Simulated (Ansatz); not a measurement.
**InAs: single point with PBE**

**Measured values to compare with.**

A printed reference work, data compilation reports, for a bulk crystal of InAs at 4.2 K: band gap 0.418 eV (direct).

Crystal: InAs.

```xyz
2
Lattice="0.0000 3.0180 3.0180 3.0180 0.0000 3.0180 3.0180 3.0180 0.0000" Properties=species:S:1:pos:R:3 pbc="T T T"
In    0.0000    0.0000    0.0000
As    4.5270    4.5270    4.5270
```

```json
{
 "Program": "Ansatz 0.2.0",
 "Task": "single point",
 "Functional": "PBE",
 "Potentials or basis": "Ansatz PAW",
 "Cutoff": "600 eV",
 "Density cutoff": "2400 eV",
 "k mesh": "8 × 8 × 8",
 "Occupations": "fermi-dirac, width 0.05 eV",
 "Spin": "no spin polarisation"
}
```

```yaml
Pressure: 4.3 GPa
Band_gap_on_the_k_mesh: none (metal or under the smearing width)
```

Levels at points of the mesh, in eV from the Fermi level:
```
             k point  band 10  band 11  band 12  band 13  band 14  band 15  band 16  band 17  band 18
  (0.00, 0.00, 0.00)   -14.32   -11.95    -0.22    -0.05    -0.05    -0.05     3.87     3.87     3.87
 (0.00, 0.00, -0.50)   -14.31   -10.46    -5.83    -1.04    -1.04     0.92     4.64     4.64     6.82
(0.00, -0.50, -0.50)   -14.30    -9.92    -5.90    -2.39    -2.39     1.50     2.02     9.17     9.27
```

Wall time 3.7 s on 2 threads of Arm Neoverse V1 (shared host), peak memory 0.4 GiB.

Against the measured gap of InAs, 0.418 eV (direct; 4.2 K; a printed reference work, data compilation), the calculated 0.00 eV is off by -0.42 eV. Spin-orbit coupling on As, In is left out. The value is that of PBE on a finite k mesh, which can miss the band edges, without temperature or zero-point motion. Semilocal functionals fall short of measured gaps as a rule.

Caveat: this crystal is a semiconductor, whose small gap the functional closes, so the metal is an error of the method.
